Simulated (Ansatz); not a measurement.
WS2, a slab with vacuum:

```
W S
1.0
     3.18295    0.00000    0.00000
    -1.59148    2.75652    0.00000
     0.00000    0.00000   28.53222
W S
3 6
Direct
  0.66667 0.33333 0.43436
  0.66667 0.33333 0.88553
  0.00000 0.00000 0.65929
  0.66667 0.33333 0.60463
  0.00000 0.00000 0.37971
  0.00000 0.00000 0.83085
  0.66667 0.33333 0.71395
  0.00000 0.00000 0.48903
  0.00000 0.00000 0.94019
```

Base run:

```yaml
Program: Ansatz 0.2.0
Functional: r2SCAN
Potentials_or_basis: Ansatz PAW
Cutoff: 500 eV
Density_cutoff: 2000 eV
k_mesh: 7 × 7 × 1
Occupations: fermi-dirac, width 0.05 eV
Spin: no spin polarisation
```

Its results: band gap on the k mesh 1.58 eV, indirect (least direct gap 2.51 eV); largest force 0.038 eV/Å.

Task: After a change of settings the same cell gave: band gap on the k mesh 1.68 eV, indirect (least direct gap 2.11 eV); largest force 0.014 eV/Å. Which change was it?
A. functional from r2SCAN to BLYP; cutoff from 500 eV to 420 eV; density cutoff from 2000 eV to 1680 eV; k mesh from 7 × 7 × 1 to 10 × 10 × 1
B. functional from r2SCAN to PBEsol; cutoff from 500 eV to 420 eV; density cutoff from 2000 eV to 1680 eV; k mesh from 7 × 7 × 1 to 10 × 10 × 1
C. functional from r2SCAN to LDA; cutoff from 500 eV to 420 eV; density cutoff from 2000 eV to 1680 eV; k mesh from 7 × 7 × 1 to 10 × 10 × 1
D. hubbard terms from none to W d U = 6 eV; hubbard projectors from none to ortho-atomic (the default)

Result: D.

The U term pushes filled and empty states of the shell apart.

Caveats: odd divisions of the mesh miss points on the zone boundary, where band edges often lie, so the gap on the mesh can be too wide; spin-orbit coupling is left out, which moves the levels of the heavy elements; the PAW data sets come from PBE, with cores solved anew for the run's functional, which leaves a small shift of forces and pressure; the density of states is complete only up to the lowest level of the last band computed.

Not every run made on this cell is shown here.
